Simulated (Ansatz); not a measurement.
Space group Fm-3m (No. 225). a = 6.425 Å, b = 6.425 Å, c = 6.425 Å, α = 90.00°, β = 90.00°, γ = 90.00°
```json
{"atom": "Ba", "site": "4a", "symmetry": "m-3m", "x": "0.0000", "y": "0.0000", "z": "0.0000"}
{"atom": "S", "site": "4b", "symmetry": "m-3m", "x": "0.5000", "y": "0.0000", "z": "0.0000"}
```

Equation of state of this BaS structure (not necessarily the ground state), with shape and atoms relaxed at each volume where symmetry leaves them free. The calculation used DFT r2SCAN, scalar-relativistic, plane waves, PAW in Ansatz.

Settings: cutoff 500 eV, Γ-centred mesh 6×6×6 on the computed 2-atom cell, Gaussian smearing of 0.02 eV; no spin polarisation.

| V (Å³/atom) | E − E(largest V) (meV/atom) | P (GPa) | gap on mesh (eV) |
| --- | --- | --- | --- |
| 31.171 | 3.42 | 3.15 | 2.48 |
| 32.166 | -10.69 | 1.44 | 2.53 |
| 33.160 | -15.02 | -0.01 | 2.58 |
| 34.155 | -11.03 | -1.24 | 2.62 |
| 35.150 | 0.00 | -2.29 | 2.65 |

Fit a third-order Birch–Murnaghan equation to E(V).

V0 = 33.15 Å³/atom, B0 = 45 GPa, B0' = 4.4.

Spin-orbit coupling is left out, which matters for the bands of heavy elements.